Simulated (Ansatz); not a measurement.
# HfO2 under strain — Hf-177 nuclear quadrupole resonance

Cell: a structure deposited in the COD, relaxed with PBE at fixed cell and then changed (z compressed by 2 %, ions relaxed).

```
Hf O
1.0
     0.00000    2.55750    2.50635
     2.55750    0.00000    2.50635
     2.55750    2.55750    0.00000
Hf O
1 2
Direct
  0.00000 0.00000 0.00000
  0.25000 0.25000 0.25000
  0.75000 0.75000 0.75000
```

Atom numbers follow the list; atoms alike are taken as one site, whose name carries the number of the first.

The numbers come from a DFT calculation in Ansatz (PBE, plane waves and PAW, scalar-relativistic, 420 eV cutoff, Γ-centred 10×10×10 k-points, Fermi–Dirac smearing 0.02 eV).

Hf-177: I = 7/2, Q = 3365 mb (year-2017 value). Static lattice, zero field.

(1) The simulated lines lie at 14.3, 28.5, 42.8 MHz. What are |C_Q|, η and |V_zz| at Hf?

Answers

(1) For I = 7/2 and η = 0 the lines are |C_Q|/14 times 1, 2 and 3; η shifts the lowest up most. Here |C_Q| = 200 MHz, η = 0.00 and |V_zz| = 2.45 × 10²¹ V/m². The calculation gives V_zz positive; the lines don't show the sign. The site has 8 O at 2.20 Å.

An axis of threefold or higher order runs through Hf, so V_zz lies along it and η is zero.

Without spin–orbit coupling the gradients at and beside Hf can be off by some per cent, at some sites by more.

The relaxation (1 step) took 5.7 s of wall time (5.5 s of CPU time) and 0.48 GiB at its peak, on 1 thread of Intel Xeon Platinum 8488C (Sapphire Rapids) (x86_64; 16 cores open to the job, memory cap 3.0 GiB, no GPU), a shared host with a load of 0.3 a core.
